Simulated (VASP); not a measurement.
A run of VASP 6.6.1 is set up as follows.

File INCAR:

```
ALGO = Normal
EDIFF = 1E-6
EDIFFG = -0.01
ENCUT = 600
IBRION = 2
ISIF = 3
ISMEAR = 0
LASPH = True
LCHARG = False
LMIXTAU = True
LREAL = False
LWAVE = False
METAGGA = R2SCAN
NELM = 80
NSW = 90
PREC = Accurate
SIGMA = 0.03
```

KPOINTS

```
k-points
0
Gamma
  8 8 8
```

The input POSCAR:

```
CdTe
1.0
    0.0000000000      3.2050000000      3.2050000000
    3.2050000000      0.0000000000      3.2050000000
    3.2050000000      3.2050000000      0.0000000000
Cd Te
1 1
Direct
    0.0000000000      0.0000000000      0.0000000000
    0.2500000000      0.2500000000      0.2500000000
```

Potentials or basis: VASP PAW PBE potentials, release 64 (Cd, Te).

The run is started by

```sh
$ cat potpaw_PBE.64/Cd/POTCAR potpaw_PBE.64/Te/POTCAR > POTCAR
$ mpirun -np 1 vasp_std > vasp.out
```

(1) Predict the space group after relaxing (to 0.05 Å).

(2) Predict the band gap on the k mesh.

(3) Estimate the relaxed volume.

(4) What does it give for the relaxed cell?

Answers

(1) F-43m (No. 216).

(2) 1.15 eV, direct.

(3) 35.30 Å³/atom.

(4) a = 4.639 Å, b = 4.639 Å, c = 4.639 Å, α = 60.00°, β = 60.00°, γ = 60.00°.

Caveat: the PAW data sets were made with another functional, which shifts forces and pressure a little; spin-orbit coupling is left out, which moves the levels of the heavy elements.
